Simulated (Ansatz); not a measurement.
**ZnS: two-dimensional strain map**

All numbers below come from DFT PBE, scalar-relativistic, plane waves, PAW in Ansatz 0.2.0. Cutoff 420 eV, Γ-centred 12×12×4 k-points, Gaussian smearing of 0.05 eV. No spin polarisation. Energies are free energies at this smearing, counted from the undisturbed cell; pressure is positive in compression.

Zero of the scan (relaxed at this level):

```
CELL_PARAMETERS angstrom
3.84549 0.00000 0.00000
-1.92275 3.33029 0.00000
0.00000 0.00000 6.30533
ATOMIC_POSITIONS crystal
Zn 0.33333 0.66667 0.00522
Zn 0.66667 0.33333 0.50522
S 0.33333 0.66667 0.37978
S 0.66667 0.33333 0.87978
```

The cell is strained by p along both x and y and by q along z, fractional coordinates fixed. Points are written (p, q).

Energy above the undisturbed cell in meV/atom (a dash: not computed):

| p \ q | -0.080 | -0.040 | 0.000 | 0.040 | 0.080 |
| --- | --- | --- | --- | --- | --- |
| -0.080 | 334.2 | 236.9 | 190.7 | 179.0 | 190.4 |
| -0.040 | 152.2 | – | 41.4 | – | – |
| 0.000 | 84.3 | – | 0.0 | – | 48.8 |
| 0.080 | 153.6 | – | 112.3 | – | 193.0 |

Pressure in GPa:

```csv
p \ q,-0.080,-0.040,0.000,0.040,0.080
-0.080,30.1,23.0,17.7,13.8,10.8
-0.040,16.9,–,6.9,–,–
0.000,8.1,–,0.0,–,-4.0
0.080,-1.2,–,-7.0,–,-9.5
```

Gap on the k-mesh in eV:

```
 p \ q  -0.080  -0.040  0.000  0.040  0.080
-0.080    3.25    2.83   2.38   1.94   1.53
-0.040    2.87       –   2.31      –      –
 0.000    2.43       –   2.08      –   1.57
 0.080    1.78       –   1.45      –   1.12
```